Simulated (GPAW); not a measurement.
# ZnS (Wurtzite-2H) (P6_3mc) in GPAW: further runs

Runs on ZnS (Wurtzite-2H). Level: LDA. Tasks: single point.

Everything below comes from runs of GPAW 26.7.0. Logs are shortened: lines on timing, memory, paths and dates and some standing lists are left out, and cuts for length are marked. The log counts tension as positive stress, the text compression.

**The experiment to reproduce.**

A printed reference work, monograph reports, for a bulk crystal of ZnS at 4 K: band gap 3.911 eV (direct).

The results are compared with them further down.

## (1) Starting point

It takes space group P6_3mc (No. 186, hexagonal). Conventional cell: a = 3.811 Å, b = 3.811 Å, c = 6.234 Å, α = 90.00°, β = 90.00°, γ = 120.00°. Zn (site symmetry 3m) is surrounded by 4 S at 2.31 to 2.40 Å. Around S (site symmetry 3m) lie 4 Zn at 2.31 to 2.40 Å.

## (2) Single point, LDA

The input, run.py:

```python
from ase import Atoms
from ase.dft.bandgap import bandgap
from ase.io import write
from ase.units import GPa
from gpaw import GPAW, PW

atoms = Atoms(['Zn', 'Zn', 'S', 'S'],
              cell=[[3.811, 0.0, 0.0],
                    [-1.9055, 3.3004228138, 0.0],
                    [0.0, 0.0, 6.234]],
              scaled_positions=[[0.6666666667, 0.3333333333, 0.5],
                                [0.3333333333, 0.6666666667, 0.0],
                                [0.6666666667, 0.3333333333, 0.885],
                                [0.3333333333, 0.6666666667, 0.385]],
              pbc=True)

calc = GPAW(mode=PW(400),
            xc='LDA',
            kpts={'size': (7, 7, 4), 'gamma': True},
            occupations={'name': 'fermi-dirac', 'width': 0.05},
            nbands=31,
            maxiter=120,
            txt='gpaw.txt')
atoms.calc = calc
energy = atoms.get_potential_energy()
forces = atoms.get_forces()
stress = atoms.get_stress()
calc.write('gs.gpw')
write('result.traj', atoms)
print(f'Energy: {energy:.6f} eV')
print('Forces (eV/A):')
print(forces.round(4))
print('Stress (GPa):', (stress / GPa).round(3))
print('Fermi level:', round(calc.get_fermi_level(), 4), 'eV')
print(f'Gap: {bandgap(calc)[0]:.4f} eV, direct: {bandgap(calc, direct=True)[0]:.4f} eV')
```

Potentials or basis: the program's PAW data sets (release 1.2.1) made for this functional, pw.

The run is started by

```sh
$ OMP_NUM_THREADS=1 python run.py
```

gpaw.txt:

```text
__  _  _
 | _ |_)|_||  |
 |__||  | ||/\| - 26.7.0

Input parameters:
  mode=PW(ecut=400.0),
  kpts=MonkhorstPack(size=(7, 7, 4), gamma=True),
  maxiter=120,
  nbands=31,
  occupations=Occupations(name='fermi-dirac', width=0.05),
  xc=XC(name='LDA')

Diagonalizing LCAO Hamiltonian
Converting LCAO to pw mode

            S

            Zn
        S

        Zn

Atoms  # Å, Bohr magnetons
|   | symbol |         x |        y |        z |    initial magnetic moments |
|---|--------|-----------|----------|----------|-----------------------------|
| 0 |     Zn |  1.905500 | 1.100141 | 3.117000 | ( 0.0000,  0.0000,  0.0000) |
| 1 |     Zn | -0.000000 | 2.200282 | 0.000000 | ( 0.0000,  0.0000,  0.0000) |
| 2 |      S |  1.905500 | 1.100141 | 5.517090 | ( 0.0000,  0.0000,  0.0000) |
| 3 |      S | -0.000000 | 2.200282 | 2.400090 | ( 0.0000,  0.0000,  0.0000) |

Unit cell  # Å
| periodic |         x |        y |        z |  lengths |     angles |
|----------|-----------|----------|----------|----------|------------|
|      yes |  3.811000 | 0.000000 | 0.000000 | 3.811000 |  90.000000 |
|      yes | -1.905500 | 3.300423 | 0.000000 | 3.811000 |  90.000000 |
|      yes |  0.000000 | 0.000000 | 6.234000 | 6.234000 | 120.000000 |

Number of symmetries: 6
Symmetry operations  # r_c * U_cc + t_c -> r_c
|   | kind |            matrix            |
|---|------|------------------------------|
| 0 |  σ   |  1, 1, 0,  0,-1, 0,  0, 0, 1 |
| 1 |  E   |  1, 0, 0,  0, 1, 0,  0, 0, 1 |
| 2 |  C3  |  0, 1, 0, -1,-1, 0,  0, 0, 1 |
| 3 |  σ   |  0,-1, 0, -1, 0, 0,  0, 0, 1 |
| 4 |  σ   | -1, 0, 0,  1, 1, 0,  0, 0, 1 |
| 5 |  C3  | -1,-1, 0,  1, 0, 0,  0, 0, 1 |

BZ-sampling:
  Number of BZ points: 196
  Number of IBZ points: 28

  Monkhorst-Pack size: [7, 7, 4]
  Monkhorst-Pack shift: [0.0, 0.0, 0.125]

K-points  # in reciprocal-cell coordinates
|     |                                coordinates |     weight |
|-----|--------------------------------------------|------------|
|   0 | (  0.00000000,   0.00000000,   0.00000000) | 0.00510204 |
|   1 | (  0.00000000,   0.00000000,   0.25000000) | 0.01020408 |
|   2 | (  0.00000000,   0.00000000,   0.50000000) | 0.00510204 |
|   3 | (  0.14285714,   0.00000000,  -0.25000000) | 0.03061224 |
|   4 | (  0.14285714,   0.00000000,   0.00000000) | 0.03061224 |
|   5 | (  0.14285714,   0.00000000,   0.25000000) | 0.03061224 |
|   6 | (  0.14285714,   0.00000000,   0.50000000) | 0.03061224 |
|   7 | (  0.28571429,  -0.14285714,   0.00000000) | 0.03061224 |
|   8 | (  0.28571429,  -0.14285714,   0.25000000) | 0.06122449 |
|   9 | (  0.28571429,  -0.14285714,   0.50000000) | 0.03061224 |
| ... |                                            |            |
|  27 | (  0.42857143,   0.42857143,   0.50000000) | 0.03061224 |

Plane wave coefficients: 1448
Cutoff: 400.0 eV

Spin-components: 1 (collinear spins)
Bands:           31
Projectors:      22
Spin-degeneracy: 2
Datatype:        complex128

Parallelization:
  kpt:    1
  domain: 1
  band:   1

Density:
  Valence electrons: 36.0
  Components: 1
  Grid points: [18 18 30]
  Charge: 0.0  # |e|

Potential:
  Grid points: [18 18 30]

species:
  Zn:
    name:    Zinc
    Z:       30.0
    valence: 12
    core:    18
    charge:  0.0  # [|e|]
    compensation charges:
      type: gauss
      rc: 0.37  # [Å]
      lmax: 2
    cutoffs:
      filter: 2.14  # [Å]
      core: 2.28  # [Å]
    projectors
    | kind |    occ | energy [eV] | rcut [Å] |
    |------|--------|-------------|----------|
    |   4s |  2.000 |      -6.218 |    1.286 |
    |   4p |  0.000 |      -1.230 |    1.270 |
    |   3d | 10.000 |     -10.426 |    1.180 |
    |    s |        |      20.994 |    1.286 |
    |    p |        |      25.981 |    1.270 |
    |    d |        |      16.786 |    1.180 |

    Using partial waves for Zn as LCAO basis

  S:
    name:    Sulfur
    Z:       16.0
    valence: 6
    core:    10
    charge:  0.0  # [|e|]
    compensation charges:
      type: gauss
      rc: 0.24  # [Å]
      lmax: 2
    cutoffs:
      filter: 1.77  # [Å]
      core: 1.66  # [Å]
    projectors
    | kind |    occ | energy [eV] | rcut [Å] |
    |------|--------|-------------|----------|
    |   3s |  2.000 |     -17.278 |    0.974 |
    |   3p |  4.000 |      -7.106 |    0.979 |
    |    s |        |       9.933 |    0.974 |
    |    p |        |      20.105 |    0.979 |
    |    d |        |       0.000 |    0.900 |

    Using partial waves for S as LCAO basis

Reference energy: -119224.971294  # eV

eigensolver:
  PPCG
  Converge bands: occupied
  niter=2

density mixing:
  MSR1-Mixer
  Pratt-step length: 0.05
  Maximum mixing coefficient: 0.75
  Old densities: 10
  SVD Regularization: 0.005
  Good broyden scale: 1.0
  Trust region scale: 1.0
  Backstep threshold: 4.0
  History deletion threshold: 6.0
  Fourier metric: weight=20.0, sigma=0.015

occupation numbers:
  Fermi-Dirac:
    width: 0.0500  # eV

poisson solver:
  ecut: 3200.0  # eV

xc functional:
  name: None

convergence criteria:
- Maximum [total energy] change in last 3 cyles: 0.0005 eV / valence electron
- Maximum integral of absolute [dens]ity change: 0.0001 electrons / valence electron
- Maximum integral of absolute [eigenst]ate change: 4e-08 eV^2 / valence electron
maximum number of iterations: 120

SCF iterations
|iter     | |      energy | eigst |  dens |
|---------|-|-------------|-------|-------|
|iter:   1| |  -17.148873 | +0.07 |       |
|iter:   2| |  -16.992003 | -1.54 | -1.20 |
|iter:   3| |  -16.437407 | -1.46 | -1.25 |
|iter:   4| |  -16.427656 | -2.71 | -1.81 |
|iter:   5| |  -16.427780c| -4.18 | -2.29 |
|iter:   6| |  -16.427767c| -5.01 | -3.29 |
|iter:   7| |  -16.427781c| -6.35 | -3.64 |
|iter:   8| |  -16.427783c| -7.17 | -4.09c|
|iter:   9| |  -16.427783c| -8.14c| -4.84c|

Converged in 9 steps
Energy contributions relative to reference atoms: (reference = -119224.971294)

Energy contributions:
  Kinetic:          17.341722
  Coulomb:         -14.521559
  Zero:             -0.015092
  External:          0.000000
  Xc:              -19.232855
  Entropy:          -0.000000
  Spinorbit:         0.000000
  ----------------------------
  Free energy:     -16.427783
  Extrapolated:    -16.427783

dipole moment: (0.000002, -0.000001, -7.488966)  # |e|*Ang

Fermi level: 4.516
Eigenvalues  # (at kpt = [0.000, 0.000, 0.000])
| band index |      eig [eV] | occ [0-2] |
|------------|---------------|-----------|
|          0 |        -9.639 |     2.000 |
|        ... |               |           |
|         10 |        -2.396 |     2.000 |
|         11 |        -2.229 |     2.000 |
|         12 |        -1.712 |     2.000 |
|         13 |         2.668 |     2.000 |
|         14 |         2.668 |     2.000 |
|         15 |         3.527 |     2.000 |
|         16 |         3.527 |     2.000 |
|         17 |         3.545 |     2.000 |
|         18 |         5.535 |     0.000 |
|         19 |         6.318 |     0.000 |
|         20 |         9.659 |     0.000 |
|         21 |         9.659 |     0.000 |
|         22 |         9.965 |     0.000 |
|         23 |        10.995 |     0.000 |
|         24 |        10.995 |     0.000 |
|         25 |        12.581 |     0.000 |
|        ... |               |           |
|         30 |        15.726 |     0.000 |

Gap: 1.990 eV
Transition (v -> c):
  (s=0, k=0, n=17, [0.00, 0.00, 0.00]) -> (s=0, k=0, n=18, [0.00, 0.00, 0.00])
No difference between direct/indirect transitions

Forces  # eV/Ang
|        x |        y |        z |
|----------|----------|----------|
| -0.00000 |  0.00000 |  0.29041 |  # Zn   0
|  0.00000 |  0.00000 |  0.29048 |  # Zn   1
|  0.00000 |  0.00000 | -0.29018 |  # S    2
| -0.00000 | -0.00000 | -0.29030 |  # S    3

Stress tensor  # eV/Ang^3
|        x |         y |         z |
|----------|-----------|-----------|
| 0.030153 |  0.000000 |  0.000000 |
| 0.000000 |  0.030153 | -0.000000 |
| 0.000000 | -0.000000 |  0.039157 |

# Writing to gs.gpw (mode='')
```

Run time: 26 s. Hardware: 1 thread of Arm Neoverse V1, shared host; peak memory 0.16 GiB.

The run converged, but some of its settings lie outside the range that counts as converged, so its numbers aren't taken as properties of the crystal.

Results:

- Free energy: -16.4278 eV
- Pressure: -5.3 GPa
- Largest force: 0.290 eV/Å
- Band gap on the k mesh: 1.99 eV, direct

Caveat: the cutoff is short for stress and forces, so pressures can be off by a GPa or more.

## (3) Single point, LDA

The input, run.py:

```python
from ase.dft.bandgap import bandgap
from ase.io import read, write
from ase.units import GPa
from gpaw import GPAW, PW

atoms = read('ZnS.cif')

calc = GPAW(mode=PW(450),
            xc='LDA',
            kpts={'size': (7, 7, 4), 'gamma': True},
            occupations={'name': 'fermi-dirac', 'width': 0.05},
            nbands=31,
            maxiter=120,
            txt='gpaw.txt')
atoms.calc = calc
energy = atoms.get_potential_energy()
forces = atoms.get_forces()
stress = atoms.get_stress()
calc.write('gs.gpw')
write('result.traj', atoms)
print(f'Energy: {energy:.6f} eV')
print('Forces (eV/A):')
print(forces.round(4))
print('Stress (GPa):', (stress / GPa).round(3))
print('Fermi level:', round(calc.get_fermi_level(), 4), 'eV')
print(f'Gap: {bandgap(calc)[0]:.4f} eV, direct: {bandgap(calc, direct=True)[0]:.4f} eV')
```

The input, ZnS.cif:

```cif
data_ZnS
_cell_length_a 3.81100000
_cell_length_b 3.81100000
_cell_length_c 6.23400000
_cell_angle_alpha 90.00000000
_cell_angle_beta 90.00000000
_cell_angle_gamma 120.00000000
_space_group_name_H-M_alt 'P6_3mc'
_space_group_name_Hall 'P 6c -2c'
_space_group_IT_number 186
loop_
_space_group_symop_operation_xyz
'x,y,z'
'x-y,x,z+1/2'
'-y,x-y,z'
'-x,-y,z+1/2'
'-x+y,-x,z'
'y,-x+y,z+1/2'
'y,x,z+1/2'
'x,x-y,z'
'x-y,-y,z+1/2'
'-y,-x,z'
'-x,-x+y,z+1/2'
'-x+y,y,z'
loop_
_atom_site_label
_atom_site_type_symbol
_atom_site_symmetry_multiplicity
_atom_site_Wyckoff_symbol
_atom_site_fract_x
_atom_site_fract_y
_atom_site_fract_z
_atom_site_occupancy
Zn1 Zn 2 b 0.6666666667 0.3333333333 0.5000000000 1
S1 S 2 b 0.6666666667 0.3333333333 0.8850000000 1
```

Potentials or basis: the program's PAW data sets (release 1.2.1) made for this functional, pw.

The run is started by

```sh
$ OMP_NUM_THREADS=1 python run.py
```

Run time: 24 s. Hardware: 1 thread of Arm Neoverse V1, shared host; peak memory 0.17 GiB.

The run converged. Its results:

```yaml
Free_energy: -16.4932 eV
Pressure: -4.7 GPa
Largest_force: 0.290 eV/Å
Band_gap_on_the_k_mesh: 1.99 eV, direct
```

Forces in eV/Å, atoms in the order of the input:
```
Zn   0.000  0.000  0.290
Zn   0.000  0.000  0.290
S    0.000  0.000 -0.290
S    0.000  0.000 -0.290
```

Stress tensor (GPa, compression positive):
```
-4.24  0.00  0.00
 0.00 -4.24  0.00
 0.00  0.00 -5.68
```

Levels at points of the mesh, in eV from the valence-band top:
```tsv
k point	band 16	band 17	band 18	band 19	band 20	band 21
(0.00, 0.00, 0.00)	-0.02	-0.02	0.00	1.99	2.77	6.12
(0.00, 0.00, 0.50)	-0.47	-0.47	-0.47	3.29	3.29	6.56
```

Caveat: the cutoff is short for stress and forces, so pressures can be off by a GPa or more.

## (4) Comparison with measurements

Step 3. A measured gap of ZnS is 3.911 eV (direct; 4 K; a printed reference work, monograph); the calculated 1.99 eV misses it by -1.92 eV. The value is that of LDA, without temperature or zero-point motion. Semilocal functionals fall short of measured gaps as a rule.
